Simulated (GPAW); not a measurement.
Here is a GPAW 26.7.0 calculation.

run.py

```python
from ase.calculators.mixing import SumCalculator
from ase.filters import FrechetCellFilter
from ase.io import read, write
from ase.optimize import BFGS
from dftd3.ase import DFTD3
from gpaw import GPAW, PW, setup_paths

setup_paths.insert(0, '.')

atoms = read('CdSe.xyz')

calc = GPAW(mode=PW(600),
            xc='GGA_X_B88+GGA_C_P86',
            kpts={'size': (5, 5, 3), 'gamma': True},
            occupations={'name': 'fermi-dirac', 'width': 0.05},
            nbands=31,
            convergence={'density': 1e-05, 'energy': 1e-05},
            maxiter=150,
            txt='gpaw.txt')
atoms.calc = SumCalculator([calc, DFTD3(method='bp', damping='d3zero')])
opt = BFGS(FrechetCellFilter(atoms), trajectory='relax.traj', logfile='-')
done = opt.run(fmax=0.05, steps=60)
calc.write('gs.gpw')
write('result.traj', atoms)
print('Converged:', done)
print('Cell:', atoms.cell.cellpar().round(4))
print('Volume:', round(atoms.get_volume(), 4))
print(atoms.get_scaled_positions().round(5))
```

File CdSe.xyz:

```xyz
4
Lattice="4.3000000000 0.0000000000 0.0000000000 -2.1500000000 3.7239092363 0.0000000000 0.0000000000 0.0000000000 7.0200000000" Properties=species:S:1:pos:R:3 pbc="T T T"
Cd     2.1500000002      1.2413030786      3.5100000000
Cd    -0.0000000002      2.4826061577      0.0000000000
Se     2.1500000002      1.2413030786      6.2127000000
Se    -0.0000000002      2.4826061577      2.7027000000
```

Potentials or basis: PAW data sets generated in the run's folder for this functional, pw.

Run with:

```console
$ gpaw-setup -f GGA_X_B88+GGA_C_P86 Cd Se
$ OMP_NUM_THREADS=1 python run.py
```

Question: What does it give for the relaxed volume?

Answer: 27.30 Å³/atom.

Question: Estimate the band gap on the k mesh.

Answer: 0.66 eV, direct.

Question: Estimate the dispersion energy per atom.

Answer: -0.533 eV.

Question: Predict the space group after relaxing (to 0.05 Å).

Answer: P6_3mc (No. 186).

Step by step:
```
step  energy change (eV)  largest force (eV/Å)  pressure (GPa)  volume (Å³)
   1              0.0000                0.2675           -1.45       112.41
   2             -0.0077                0.2352           -1.34       112.10
   3             -0.0312                0.1112           -0.18       109.60
   4             -0.0330                0.0151           -0.42       110.04
   5             -0.0333                0.0175           -0.35       109.90
   6             -0.0343                0.0016            0.02       109.18
```

Caveat: later steps reuse the first step's grids.
